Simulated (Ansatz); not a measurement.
# TaN: the cost of one run

Method: DFT PBEsol, scalar-relativistic, plane waves, PAW, in Ansatz 0.2.0.

2 further runs of the same task are left out: 2 set aside as unsound or not needed.

### 1 The system as given

The structure is hexagonal, space group P6_3mc (No. 186). The conventional cell has a = 3.050 Å, b = 3.050 Å, c = 4.940 Å, α = 90.00°, β = 90.00°, γ = 120.00°. Around Ta (site symmetry 3m) lie 4 N at 1.85 to 1.90 Å. N (site symmetry 3m) has 4 Ta at 1.85 to 1.90 Å as nearest neighbours.

Structure file:

```cif
data_structure
_symmetry_space_group_name_H-M 'P6_3mc'
_symmetry_Int_Tables_number 186
_cell_length_a 3.0500
_cell_length_b 3.0500
_cell_length_c 4.9400
_cell_angle_alpha 90.000
_cell_angle_beta 90.000
_cell_angle_gamma 120.000
_cell_volume 39.80
loop_
_atom_site_label
_atom_site_type_symbol
_atom_site_symmetry_multiplicity
_atom_site_Wyckoff_symbol
_atom_site_fract_x
_atom_site_fract_y
_atom_site_fract_z
_atom_site_occupancy
Ta1 Ta 2 b 0.33333 0.66667 0.00000 1
N1 N 2 b 0.33333 0.66667 0.38500 1
```

Source of the structure: the Crystallography Open Database.

(A quick probe on a coarse mesh, which set the mesh and smearing, is not shown.)

### 3 Rough relaxation on the coarse mesh

The input, input.yaml:

```yaml
crystal:
  lattice:
    - [3.0500010905, 0.0, 0.0]
    - [-1.5250005453, 2.641378426, 0.0]
    - [0.0, 0.0, 4.94]
  atoms:
    - { symbol: Ta, position: [0.3333333333, 0.6666666667, 0.0] }
    - { symbol: Ta, position: [0.6666666667, 0.3333333333, 0.5] }
    - { symbol: "N", position: [0.3333333333, 0.6666666667, 0.385] }
    - { symbol: "N", position: [0.6666666667, 0.3333333333, 0.885] }
basis:
  ecutwfc: 420
kpoints:
  mp_grid: { grid: [6, 6, 4] }
hamiltonian:
  xc: pbesol
scf:
  occupations: { method: gaussian, width: 0.1 }
output:
  forces: true
  stress: true
  eigenvalues: true
relax:
  adjacent_minimum: "off"
  f_tol: 0.05
  max_steps: 80
  cell: { stress_tol: 0.5 }
```

On the command line:

```console
> ansatz run input.yaml --threads 1 --pin off --max-ram 2560MiB --backend cpu --events-out ev --progress --plain --runs-dir out
```

Q: Estimate wall time and peak memory on 1 thread of Intel Xeon 6975P-C (Granite Rapids), shared host.

About 17 s, with a peak of 0.37 GiB.
